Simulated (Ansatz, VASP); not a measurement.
**Two plane-wave programs on BN**

```xyz
4
Lattice="2.5088 0.0000 0.0000 -1.2544 2.1727 0.0000 0.0000 0.0000 17.5000" Properties=species:S:1:pos:R:3 pbc="T T T"
B     0.0000    0.0000    4.5000
B     0.0000    1.4484    8.2300
N     1.2544    0.7242    4.5000
N     1.2544    2.1727    8.2300
```

Alike in both runs: task single point; functional PBE; dispersion D3(BJ); k mesh 12 × 12 × 1; occupations gaussian, width 0.05 eV; no spin polarisation.

```csv
,VASP,Ansatz
version,VASP 6.6.1,Ansatz 0.2.0
potentials or method,"VASP PAW PBE potentials, release 64 (B, N)","scalar-relativistic, plane waves, PAW"
plane-wave cutoff (eV),520,420
valence electrons in the cell,16,16
```

|  | VASP | Ansatz | Ansatz less VASP |
| --- | --- | --- | --- |
| gap on the k mesh at the Fermi level (eV) | 4.60 | 4.61 | +0.007 |
| least direct gap on the mesh (eV) | 4.62 | 4.63 | +0.003 |
| rms of the force components (eV/Å) | 0.015 | 0.015 | 0.0000 |
